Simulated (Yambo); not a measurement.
InAs: Hartree-Fock levels with PBE

The system is InAs.

```xyz
2
Lattice="0.0000 3.0180 3.0180 3.0180 0.0000 3.0180 3.0180 3.0180 0.0000" Properties=species:S:1:pos:R:3 pbc="T T T"
In    0.0000    0.0000    0.0000
As    4.5270    4.5270    4.5270
```

```yaml
Program: Yambo 5.3.0
Task: Hartree-Fock levels
Functional: PBE
Potentials_or_basis: PseudoDojo 0.4 SR PBE stringent
Cutoff: 1129 eV
Density_cutoff: 4531 eV
k_mesh: 2 × 2 × 2
Occupations: fermi-dirac, width 0.05 eV
Spin: no spin polarisation
k_mesh_of_the_self-consistent_run: 8 × 8 × 8
Random_integration_of_the_Coulomb_term: yes
States_corrected: all k points
Cutoff_of_exchange_and_Vxc: 83 Ry
Bands_corrected_first_last: "[20, 25]"
```

| Property | Result |
| --- | --- |
| Band gap on the k mesh, mean-field level | none (metal or under the smearing width) |

Quasiparticle terms (eV):
| k point | band | Kohn-Sham level | Vxc | Σx | Σc | Z | result |
| --- | --- | --- | --- | --- | --- | --- | --- |
| (0.000, 0.000, 0.000) | 20 | -0.19 | -13.79 | -13.45 | - | - | 0.15 |
| (0.000, 0.000, 0.000) | 21 | -0.02 | -13.96 | -14.85 | - | - | -0.90 |
| (0.000, 0.000, 0.000) | 22 | -0.02 | -13.96 | -14.85 | - | - | -0.90 |
| (0.000, 0.000, 0.000) | 23 | -0.02 | -13.96 | -14.85 | - | - | -0.90 |
| (0.000, 0.000, 0.000) | 24 | 3.91 | -11.05 | -6.20 | - | - | 8.75 |
| (0.000, 0.000, 0.000) | 25 | 3.91 | -11.05 | -6.20 | - | - | 8.75 |
| (0.000, 0.000, -0.500) | 20 | -5.80 | -11.69 | -14.84 | - | - | -8.96 |
| (0.000, 0.000, -0.500) | 21 | -1.01 | -13.10 | -15.42 | - | - | -3.33 |
| (0.000, 0.000, -0.500) | 22 | -1.01 | -13.10 | -15.42 | - | - | -3.33 |
| (0.000, 0.000, -0.500) | 23 | 0.96 | -12.33 | -7.74 | - | - | 5.56 |
| (0.000, 0.000, -0.500) | 24 | 4.68 | -11.02 | -5.88 | - | - | 9.82 |
| (0.000, 0.000, -0.500) | 25 | 4.68 | -11.02 | -5.88 | - | - | 9.82 |
| (0.000, -0.500, -0.500) | 20 | -5.87 | -12.22 | -15.59 | - | - | -9.24 |
| (0.000, -0.500, -0.500) | 21 | -2.35 | -12.12 | -14.59 | - | - | -4.82 |
| (0.000, -0.500, -0.500) | 22 | -2.35 | -12.12 | -14.59 | - | - | -4.82 |
| (0.000, -0.500, -0.500) | 23 | 1.55 | -10.27 | -5.35 | - | - | 6.47 |
| (0.000, -0.500, -0.500) | 24 | 2.07 | -11.45 | -6.57 | - | - | 6.95 |
| (0.000, -0.500, -0.500) | 25 | 9.25 | -12.52 | -6.34 | - | - | 15.44 |

Run time: 75 s on 1 thread of Arm Neoverse V1, with other jobs on the host.

Caveat: the k mesh is coarse (spacing up to 0.90 Å⁻¹), so the values aren't converged; the ground state has no gap, which makes the many-body step unreliable; this crystal is a semiconductor, whose small gap the functional closes, so the metal is an error of the method.
